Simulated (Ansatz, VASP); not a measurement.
# H: VASP beside Ansatz

```
CELL_PARAMETERS angstrom
-1.19388 1.19388 1.19388
1.19388 -1.19388 1.19388
1.19388 1.19388 -1.19388
ATOMIC_POSITIONS crystal
H 0.00000 0.00000 0.00000
```

The cell was built by a generator and needn't be a form met in nature.

Alike in both runs: task single point; functional r2SCAN; k mesh 19 × 19 × 19; no spin polarisation.

```csv
,VASP,Ansatz
version,VASP 6.6.1,Ansatz 0.2.0
potentials or method,"VASP PAW PBE potentials, release 64 (H)",PAW plane waves
plane-wave cutoff (eV),520,500
occupations,"fermi-dirac, width 0.1 eV",fermi-dirac
valence electrons in the cell,1,1
```

```csv
,VASP,Ansatz,Ansatz less VASP
pressure (GPa),-22.9,-22.7,+0.18
```

Caveats: so large a pressure means that the cell lies far from this level's equilibrium, or that cutoff or potentials fall short (VASP); the potentials were made for another functional, which shifts forces and pressure (VASP).
